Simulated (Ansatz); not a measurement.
## Al2Pt under changes of volume

One of the cells (17.202 Å³/atom); the others are scaled copies at fixed shape and fractional positions:

```
Pt Al
1.0
     0.00000    2.95500    2.95500
     2.95500    0.00000    2.95500
     2.95500    2.95500    0.00000
Pt Al
1 2
Direct
  0.00000 0.00000 0.00000
  0.75000 0.75000 0.75000
  0.25000 0.25000 0.25000
```

| Property | Result |
| --- | --- |
| Program | Ansatz 0.2.0 |
| Functional | LDA |
| Potentials or basis | all-electron LAPW, scalar-relativistic |
| Cutoff | 236 eV (chosen from the basis error) |
| Basis error allowed | 0.002 eV/atom |
| k mesh | 8 × 8 × 8 |
| Occupations | fermi-dirac, width 0.05 eV |
| Spin | no spin polarisation |

```csv
volume (Å³/atom),energy over the lowest point (meV/atom),pressure (GPa)
16.170,7.89,5.2
16.514,0.50,1.8
16.858,0.00,-1.2
17.202,?,?
17.546,16.70,-6.3
17.890,32.67,-8.5
18.234,52.98,-10.4
```

**Question.** What does the run at 17.202 Å³/atom give?

**Answer.** Energy over the lowest point 5.62 meV/atom; pressure -3.9 GPa.

Worked out: A Birch-Murnaghan fit of order 3 (a polynomial in V^(-2/3)) to the other rows has its minimum at 16.71 Å³/atom with B0 = V·E''(V) = 145 GPa and B' = 4.6. It gives 5.62 meV/atom at 17.202 Å³/atom, against the run's 5.62, and -dE/dV = -3.9 GPa, against -3.9.

Energies are extrapolated to zero smearing.
